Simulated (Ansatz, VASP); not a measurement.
# AlP: VASP beside Ansatz

File INCAR:

```
PREC = Accurate
ENCUT = 600
EDIFF = 1E-7
ISMEAR = 0
SIGMA = 0.02
LREAL = F
LASPH = T
NELM = 100
ALGO = Normal
ISIF = 3
LWAVE = F
LCHARG = F
GGA = CA
IBRION = 2
NSW = 70
EDIFFG = -0.005
```

The input KPOINTS:

```
regular mesh
0
Gamma
  8 8 8
```

Contents of POSCAR:

```
AlP
1.0
    0.0000000000      2.7534005752      2.7534005752
    2.7534005752      0.0000000000      2.7534005752
    2.7534005752      2.7534005752      0.0000000000
Al P
1 1
Direct
    0.0000000000      0.0000000000      0.0000000000
    0.2500000000      0.2500000000      0.2500000000
```

Input for Ansatz:

```yaml
crystal:
  lattice:
    - [0.0, 2.7534005752, 2.7534005752]
    - [2.7534005752, 0.0, 2.7534005752]
    - [2.7534005752, 2.7534005752, 0.0]
  atoms:
    - { symbol: Al, position: [0.0, 0.0, 0.0] }
    - { symbol: P, position: [0.25, 0.25, 0.25] }
basis:
  ecutwfc: 420
kpoints:
  mp_grid: { grid: [8, 8, 8] }
hamiltonian:
  xc: lda
scf:
  occupations: { method: gaussian, width: 0.02 }
output:
  forces: true
  stress: true
  eigenvalues: true
  write_density: true
  write_potential: true
  elf: true
  volumetric_format: npy
relax:
  adjacent_minimum: "off"
  f_tol: 0.005
  max_steps: 50
  cell: { stress_tol: 0.05 }
```

Alike in both runs: task relaxation of cell and atoms; functional LDA; k mesh 8 × 8 × 8; occupations gaussian, width 0.02 eV; no spin polarisation.

|  | VASP | Ansatz |
| --- | --- | --- |
| version | VASP 6.6.1 | Ansatz 0.2.0 |
| potentials or method | VASP PAW LDA potentials, release 64 (Al, P) | scalar-relativistic, plane waves, PAW |
| plane-wave cutoff (eV) | 600 | 420 |
| valence electrons in the cell | 8 | 8 |

Ansatz gave:

* gap on the k mesh at the Fermi level, each at its own relaxed structure (eV): 1.42
* relaxed volume (Å³/atom): 20.06
* relaxed cell length with the largest relative difference (Å): 3.843
* energy change over the relaxation (meV/atom): -9

Task: Which values does VASP return?

Result: gap on the k mesh at the Fermi level, each at its own relaxed structure (eV): 1.42; relaxed volume (Å³/atom): 20.07; relaxed cell length with the largest relative difference (Å): 3.843; energy change over the relaxation (meV/atom): -8.

A k mesh can miss the band edges. Zero-point motion and thermal expansion aren't in these numbers. LDA gaps usually lie below the measured ones, often by a third to a half.
